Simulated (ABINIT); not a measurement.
# Sn (Fd-3m) in ABINIT: a series of runs, part 2 of 2

ABINIT 10.8.3 (patched build). Earlier steps stand in the parts before.

## Step 3: Optical spectrum, PBEsol

The input, run.abi:

```
# Datasets
ndtset 3

# Pseudopotentials
pp_dirpath "./"
pseudos "Sn.upf"

# Structure
acell 8.64103205 8.64103205 8.64103205
rprim
     0.0000000000     0.7071067812     0.7071067812
     0.7071067812     0.0000000000     0.7071067812
     0.7071067812     0.7071067812     0.0000000000
ntypat 1
znucl 50
natom 2
typat 1 1
xred
            3/4            3/4            3/4
            1/2            1/2            1/2

# Plane-wave basis
ecut 32.0

# k points
ngkpt 8 8 8
nshiftk 4
shiftk
     0.5000000000     0.5000000000     0.5000000000
     0.5000000000     0.0000000000     0.0000000000
     0.0000000000     0.5000000000     0.0000000000
     0.0000000000     0.0000000000     0.5000000000
istwfk *1

# Exchange and correlation
ixc -116133

# Bands and occupations
occopt 6
tsmear 0.00367493

# SCF cycle
nstep 80

# Output
iomode 3
prteig 0
prtebands 0

# Dataset 1: ground state
nband1 18
tolvrs1 1.0e-12
prtden1 1
prtwf1 0
kptopt1 1

# Dataset 2: empty bands at fixed density
iscf2 -3
getden2 1
nband2 24
nbdbuf2 4
tolwfr2 1.0e-12
nstep2 120
prtden2 0
kptopt2 1

# Dataset 3: wave functions and velocity matrix elements in the full zone
optdriver3 8
wfk_task3 "wfk_optics_fullbz"
getwfk3 2
nband3 20
kptopt3 1
prtevk3 1
inclvkb3 2
```

The input, optic.abi:

```
&FILES
 ddkfile_1 = 'runo_DS3_1_EVK.nc',
 ddkfile_2 = 'runo_DS3_2_EVK.nc',
 ddkfile_3 = 'runo_DS3_3_EVK.nc',
 wfkfile = 'runo_DS3_WFK.nc'
/
&PARAMETERS
 broadening = 0.003675,
 domega = 0.002,
 maxomega = 0.8,
 scissor = 0.000000,
 tolerance = 0.002
/
&COMPUTATIONS
 num_lin_comp = 1,
 lin_comp = 11,
 num_nonlin_comp = 0
/
```

Potentials or basis: PseudoDojo NC SR PBEsol v0.4.1 standard.

On the command line:

```
mpirun --bind-to none -np 4 abinit run.abi > log 2>&1
optic optic.abi > optic.log 2>&1
```

run.abo:

```text
.Version 10.8.3 of ABINIT
 DATASET    1 : space group Fd -3 m (#227); Bravais cF (face-center cubic)
================================================================================
 Values of the parameters that define the memory need for DATASET  1.
     intxc =       0    ionmov =       0      iscf =       7    lmnmax =       6
     lnmax =       6     mgfft =      48  mpssoang =       3    mqgrid =    3001
     natom =       2  nloc_mem =       1    nspden =       1   nspinor =       1
    nsppol =       1      nsym =      48    n1xccc =    2501    ntypat =       1
    occopt =       6   xclevel =       2
       mpw =        3967          nfft =      110592          nkpt =          60
================================================================================
================================================================================
[... 13 lines left out ...]
 DATASET    3 : space group Fd -3 m (#227); Bravais cF (face-center cubic)
================================================================================
 Values of the parameters that define the memory need for DATASET  3.
     intxc =       0    ionmov =       0      iscf =       7    lmnmax =       6
     lnmax =       6     mgfft =      48  mpssoang =       3    mqgrid =    3001
     natom =       2  nloc_mem =       1    nspden =       1   nspinor =       1
    nsppol =       1      nsym =      48    n1xccc =    2501    ntypat =       1
    occopt =       6   xclevel =       2
       mpw =        3967          nfft =      110592          nkpt =          60
================================================================================
================================================================================

--------------------------------------------------------------------------------
------------- Echo of variables that govern the present computation ------------
--------------------------------------------------------------------------------
 -outvars: echo values of preprocessed input variables --------
            acell      8.6410320500E+00  8.6410320500E+00  8.6410320500E+00 Bohr
              amu      1.18710000E+02
             ecut      3.20000000E+01 Hartree
           getden1          0
           getden2          1
           getden3          0
           getwfk1          0
           getwfk2          0
           getwfk3          2
             iscf1          7
             iscf2         -3
             iscf3          7
              ixc     -116133
           jdtset        1    2    3
                       outvar_i_n : Printing only first  50 k-points.
         kptrlatt        8   -8    8     -8    8    8     -8   -8    8
          kptrlen      9.77621177E+01
            natom           2
            nband1         18
            nband2         24
            nband3         20
           nbdbuf1          0
           nbdbuf2          4
           nbdbuf3          0
           ndtset           3
            ngfft          48      48      48
             nkpt          60
            nstep1         80
            nstep2        120
            nstep3         80
             nsym          48
           ntypat           1
                       prtocc : prtvol=0, do not print more k-points.
                       prtocc : prtvol=0, do not print more k-points.
                       prtocc : prtvol=0, do not print more k-points.
           occopt           6
        optdriver1          0
        optdriver2          0
        optdriver3          8
           prtden1          1
           prtden2          0
           prtden3          1
        prtebands           0
[... 246 lines left out ...]
lattice_lengths: [   8.64103,    8.64103,    8.64103, ]
lattice_angles: [ 60.000,  60.000,  60.000, ] # degrees, (23, 13, 12)
lattice_volume:   4.5622791E+02
convergence: {deltae:  0.000E+00, res2:  0.000E+00, residm:  9.987E-13, diffor:  0.000E+00, }
etotal    :  -1.57257828E+02
entropy   :   0.00000000E+00
fermie    :   1.54649617E-01
cartesian_stress_tensor: null
pressure_GPa: null
xred      :
- [  7.5000E-01,   7.5000E-01,   7.5000E-01, Sn]
- [  5.0000E-01,   5.0000E-01,   5.0000E-01, Sn]
cartesian_forces: null
force_length_stats: {min: null, max: null, mean: null, }
...

 Integrated electronic density in atomic spheres:
 ------------------------------------------------
 Atom  Sphere_radius  Integrated_density
    1        2.00000         10.57309884
    2        2.00000         10.57309884
================================================================================

 ----iterations are completed or convergence reached----

 Mean square residual over all n,k,spin=   48.980E-14; max=  99.874E-14
 reduced coordinates (array xred) for    2 atoms
       0.750000000000      0.750000000000      0.750000000000
       0.500000000000      0.500000000000      0.500000000000

 cartesian coordinates (angstrom) at end:
    1      4.85001419678185     4.85001419678185     4.85001419678185
    2      3.23334279785457     3.23334279785457     3.23334279785457
 length scales=  8.641032050000  8.641032050000  8.641032050000 bohr
              =  4.572637236440  4.572637236440  4.572637236440 angstroms
 Eigenvalues (hartree) for nkpt=  60  k points:
 kpt#   1, nband= 24, wtk=  0.01172, kpt= -0.0625 -0.1250  0.0000 (reduced coord)
  -0.64354   -0.64340   -0.64313   -0.64050   -0.64011   -0.63049   -0.62944   -0.62901
  -0.62850   -0.62792   -0.23407    0.08012    0.13961    0.14144    0.19265    0.22709
   0.25638    0.26022    0.36113    0.39557    0.43610    0.45774    0.48789    0.51232
      occupation numbers for kpt#   1
   2.00000    2.00000    2.00000    2.00000    2.00000    2.00000    2.00000    2.00000
   2.00000    2.00000    2.00000    2.00000    2.00000    2.00000    0.00000    0.00000
   0.00000    0.00000    0.00000    0.00000    0.00000    0.00000    0.00000    0.00000
 prteigrs : prtvol=0 or 1, do not print more k-points.

--- !EnergyTerms
iteration_state     : {dtset: 2, }
comment             : Components of total free energy in Hartree
kinetic             :  9.36822420078060E+01
hartree             :  4.34257934312816E+01
xc                  : -4.36307934856749E+01
Ewald energy        : -8.63984898032222E+01
psp_core            :  3.98258855569953E+00
local_psp           : -1.24088189497418E+02
non_local_psp       : -4.42309737386810E+01
internal            : -1.57257822530209E+02
'-kT*entropy'       : -5.70775049536718E-06
total_energy        : -1.57257828237959E+02
...

--- !EnergyTermsDC
iteration_state     : {dtset: 2, }
comment             : '"Double-counting" decomposition of free energy'
band_energy         : -1.28708316788650E+01
Ewald energy        : -8.63984898032222E+01
psp_core            :  3.98258855569953E+00
xc_dc               : -6.19710891633259E+01
internal            : -1.57257822089714E+02
'-kT*entropy'       : -5.70775049536718E-06
total_energy_dc     : -1.57257827797464E+02
...

================================================================================
== DATASET  3 ==================================================================

--- !DatasetInfo
iteration_state: {dtset: 3, }
dimensions: {natom: 2, nkpt: 60, mband: 20, nsppol: 1, nspinor: 1, nspden: 1, mpw: 3967, }
cutoff_energies: {ecut:  32.0, pawecutdg:  -1.0, }
electrons: {nelect:   2.80000000E+01, charge:   0.00000000E+00, occopt:   6.00000000E+00, tsmear:   3.67493000E-03, }
meta: {optdriver: 8, wfk_task: 7, }
...

 mkfilename : getwfk/=0, take file _WFK from output of DATASET   2.

--------------------------------------------------------------------------------

 Computation of velocity matrix elements (DDK)

 Parameters extracted from the Abinit header:
    ecut:     32.0
    nkpt:    2048
    mband:   24
    nsppol:  1
    nspinor: 1
    useylm:  0
    inclvkb: 2
    bmin: 1, bmax: 24
    Computing diagonal and off-diagonal matrix elements
    Between band index bmin: 1, bmax: 24

== END DATASET(S) ==============================================================
================================================================================

 -outvars: echo values of variables after computation  --------
            acell      8.6410320500E+00  8.6410320500E+00  8.6410320500E+00 Bohr
           etotal1    -1.5725782780E+02
           etotal2    -1.5725782780E+02
           etotal3     0.0000000000E+00
            fcart1     4.4068525277E-29  8.8137050555E-29 -8.8137050555E-29
                      -4.4068525277E-29 -8.8137050555E-29  8.8137050555E-29
            fcart3     0.0000000000E+00  0.0000000000E+00  0.0000000000E+00
                       0.0000000000E+00  0.0000000000E+00  0.0000000000E+00
            rprim      0.0000000000E+00  7.0710678120E-01  7.0710678120E-01
                       7.0710678120E-01  0.0000000000E+00  7.0710678120E-01
                       7.0710678120E-01  7.0710678120E-01  0.0000000000E+00
           strten1    -1.8461832953E-05 -1.8461832953E-05 -1.8461832953E-05
                       0.0000000000E+00  0.0000000000E+00  0.0000000000E+00
           strten3     0.0000000000E+00  0.0000000000E+00  0.0000000000E+00
                       0.0000000000E+00  0.0000000000E+00  0.0000000000E+00
           xangst      4.8500141968E+00  4.8500141968E+00  4.8500141968E+00
                       3.2333427979E+00  3.2333427979E+00  3.2333427979E+00
             xred      7.5000000000E-01  7.5000000000E-01  7.5000000000E-01
                       5.0000000000E-01  5.0000000000E-01  5.0000000000E-01
 Calculation completed.
```

Run time: 1.9 min. Hardware: 4 MPI ranks of Arm Neoverse V1, shared host; peak memory 4.2 GiB.

What came out:

| Item | Value |
| --- | --- |
| Free energy | -4279.2035 eV |
| Pressure | 0.5 GPa |

Dielectric function (mean over the directions given):
| energy (eV) | real part | imaginary part |
| --- | --- | --- |
| 0.33 | 32.26 | 7.85 |
| 1.31 | 14.44 | 18.45 |
| 2.29 | 11.92 | 15.70 |
| 3.37 | -3.36 | 23.25 |
| 4.35 | -6.74 | 11.55 |
| 5.44 | -4.30 | 3.83 |
| 6.42 | -2.86 | 2.34 |
| 7.51 | -2.39 | 1.42 |
| 8.49 | -1.56 | 0.87 |
| 9.58 | -1.11 | 0.74 |
| 10.56 | -0.72 | 0.52 |
| 11.65 | -0.41 | 0.33 |
| 12.63 | -0.23 | 0.27 |
| 13.71 | -0.01 | 0.16 |
| 14.69 | 0.14 | 0.09 |
| 15.78 | 0.31 | 0.04 |
| 16.76 | 0.43 | 0.04 |
| 17.85 | 0.54 | 0.03 |
| 18.83 | 0.63 | 0.02 |
| 19.92 | 0.72 | 0.01 |

Caveat: the intraband (Drude) term is left out; spectra need much finer meshes, so this one isn't converged; independent-particle spectra lack excitons.
